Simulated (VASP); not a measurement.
Here is a VASP 6.6.1 calculation.

The input INCAR:

```
SYSTEM = In
  PREC = Accurate
  ENCUT = 520
  EDIFF = 1E-6
  ISMEAR = 0
  SIGMA = 0.1
  LREAL = .False.
  LASPH = .True.
  NELM = 100
  ALGO = Fast
  ISIF = 2
  LWAVE = .False.
  LCHARG = .True.
  GGA = PE
  LELF = .True.
  LVHAR = .True.
  NBANDS = 12
```

Contents of KPOINTS:

```
Automatic mesh
0
Gamma
  16 16 16
  0 0 0
```

POSCAR

```
In
1.0
   -1.9096558415      1.9096558415      1.9096558415
    1.9096558415     -1.9096558415      1.9096558415
    1.9096558415      1.9096558415     -1.9096558415
In
1
Direct
    0.0000000000      0.0000000000      0.0000000000
```

Potentials or basis: VASP PAW PBE potentials, release 64 (In_d).

Run with:

```console
$ cat potpaw_PBE.64/In_d/POTCAR > POTCAR
$ mpirun -np 1 vasp_std > vasp.out
```

(1) Estimate the band gap on the k mesh.

(2) Predict the pressure.

Results:

(1) none (metal or under the smearing width).

(2) 0.0 GPa.
